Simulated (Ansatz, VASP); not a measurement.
Nb in VASP and in Ansatz

INCAR

```
ALGO = Normal ; EDIFF = 1E-6
ENCUT = 520 ; GGA = CA
ISIF = 2 ; ISMEAR = 0
LASPH = True ; LCHARG = False
LREAL = False ; LWAVE = False
NBANDS = 12 ; NELM = 100
PREC = Accurate ; SIGMA = 0.3
```

File KPOINTS:

```
k-points
0
Gamma
  14 14 14
```

POSCAR

```
Nb
1.0
   -1.6231103068      1.6231103068      1.6231103068
    1.6231103068     -1.6231103068      1.6231103068
    1.6231103068      1.6231103068     -1.6231103068
Nb
1
Direct
    0.0000000000      0.0000000000      0.0000000000
```

Input for Ansatz:

```yaml
crystal:
  lattice:
    - [-1.6231103068, 1.6231103068, 1.6231103068]
    - [1.6231103068, -1.6231103068, 1.6231103068]
    - [1.6231103068, 1.6231103068, -1.6231103068]
  atoms:
    - { symbol: Nb, position: [0.0, 0.0, 0.0] }
hamiltonian:
  xc: lda
  pseudopotentials:
    kind: paw
    azcp:
      Nb: "pseudopotentials/Nb.paw.azcp"
basis:
  ecutwfc: 420
  fft_grid_basis: typed
kpoints:
  mp_grid: { grid: [14, 14, 14], shift: [0, 0, 0] }
magnetization:
  spin_polarized: false
scf:
  occupations: { method: gaussian, width: 0.3 }
  lower_state_search: "off"
output:
  stress: true
  write_density: true
  write_potential: true
  elf: true
  volumetric_format: npy
```

Alike in both runs: task single point; functional LDA; k mesh 14 × 14 × 14; occupations gaussian, width 0.3 eV; no spin polarisation.

```csv
,VASP,Ansatz
version,VASP 6.6.1,Ansatz 0.2.0
potentials or method,"VASP PAW LDA potentials, release 64 (Nb_sv)","plane waves (420 eV) with PAW, scalar-relativistic"
plane-wave cutoff (eV),520,420
valence electrons in the cell,13,13
```

VASP gave:

| Quantity | Value |
| --- | --- |
| pressure (GPa) | 0.5 |

Task: Which values does Ansatz return?

Result: Pressure (GPa): 0.6.

Ansatz warned: «pseudo_functional_mismatch».
